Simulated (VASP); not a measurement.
Write the native input for VASP 6.6.1 that does the following.

- Task: single point
- Functional: PBE
- Potentials or basis: VASP PAW PBE potentials, release 64 (Pt, S)
- Cutoff: 520 eV
- k mesh: 9 × 9 × 5
- Occupations: gaussian, width 0.028 eV
- Spin: no spin polarisation
- Further INCAR settings: ALGO = Fast; EDIFF = 1e-07

The structure of PtS2 lies in POSCAR:

```
PtS2
1.0
    3.5432000000      0.0000000000      0.0000000000
   -1.7716000000      3.0685012107      0.0000000000
    0.0000000000      0.0000000000      5.0388000000
Pt S
1 2
Direct
    0.0000000000      0.0000000000      0.0000000000
    0.6666666667      0.3333333333      0.7730000000
    0.3333333333      0.6666666667      0.2270000000
```

One way to write it, as run:

INCAR

```
ALGO = Fast
EDIFF = 1E-7
ENCUT = 520
GGA = PE
ISIF = 2
ISMEAR = 0
LASPH = True
LCHARG = False
LREAL = False
LWAVE = False
NELM = 60
PREC = Accurate
SIGMA = 0.028000000000000004
```

KPOINTS

```
k-points
0
Gamma
  9 9 5
```

Potentials or basis: VASP PAW PBE potentials, release 64 (Pt, S).

Launch:

```bash
$ cat potpaw_PBE.64/Pt/POTCAR potpaw_PBE.64/S/POTCAR > POTCAR
$ mpirun -np 1 vasp_std > vasp.out
```

Results of the run:

| Item | Value |
| --- | --- |
| Pressure | 11.1 GPa |
| Largest force | 1.213 eV/Å |
| Band gap on the k mesh | 1.03 eV, indirect (least direct gap 1.08 eV) |

Caveat: spin-orbit coupling is left out, which moves the levels of the heavy elements; an odd mesh through Γ misses points on the zone boundary, where band edges often lie; forces of over 1 eV/Å show positions far from the minimum, so gaps and moduli don't describe the material at rest.

Wall time 20 s on 1 thread of Intel(R) Xeon(R) 6975P-C (Granite Rapids), on a shared host, peak memory 0.2 GiB.
